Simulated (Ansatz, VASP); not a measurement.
**One calculation of PbSe (Clausthalite), two programs**

Contents of INCAR:

```
PREC = Accurate
ENCUT = 520
EDIFF = 1E-7
ISMEAR = -1
SIGMA = 0.05
LREAL = False
LASPH = True
NELM = 60
ALGO = Normal
ISIF = 2
LWAVE = False
LCHARG = False
GGA = PE
NBANDS = 17
```

The input KPOINTS:

```
Automatic mesh
0
Gamma
  8 8 8
```

Contents of POSCAR:

```
PbSe
1.0
    0.0000000000      2.9981702236      2.9981702236
    2.9981702236      0.0000000000      2.9981702236
    2.9981702236      2.9981702236      0.0000000000
Pb Se
1 1
Direct
    0.0000000000      0.0000000000      0.0000000000
    0.5000000000      0.5000000000      0.5000000000
```

The input input.yaml:

```yaml
crystal:
  lattice:
    - [0.0, 2.9981702236, 2.9981702236]
    - [2.9981702236, 0.0, 2.9981702236]
    - [2.9981702236, 2.9981702236, 0.0]
  atoms:
    - { symbol: Pb, position: [0.0, 0.0, 0.0] }
    - { symbol: Se, position: [0.5, 0.5, 0.5] }
hamiltonian:
  xc: pbe
  pseudopotentials: { kind: paw }
kpoints:
  mp_grid: { grid: [8, 8, 8] }
scf:
  occupations: { method: fermi_dirac, width: 0.05 }
output:
  forces: true
  stress: true
  eigenvalues: true
```

Change from the starting cell: volume scaled by 0.94.

Alike in both runs: task single point; functional PBE; k mesh 8 × 8 × 8; occupations fermi-dirac, width 0.05 eV; no spin polarisation.

```csv
,VASP,Ansatz
version,VASP 6.6.1,Ansatz 0.2.0
potentials or method,"VASP PAW PBE potentials, release 64 (Pb_d, Se)",Ansatz PAW
plane-wave cutoff (eV),520,420
valence electrons in the cell,20,30
```

Ansatz gave:

| Property | Result |
| --- | --- |
| gap on the k mesh at the Fermi level (eV) | 0.06 |
| least direct gap on the mesh (eV) | 0.06 |
| pressure (GPa) | 6.4 |

Question: What did VASP give for the same quantities?

Answer: gap on the k mesh at the Fermi level (eV): 0.07; least direct gap on the mesh (eV): 0.07; pressure (GPa): 6.4.

The two sets of potentials don't hold the same shells in valence.

Caveats: spin-orbit coupling is left out, which as a rule narrows the gap of such compounds by several tenths of an eV. A k mesh can miss the band edges.
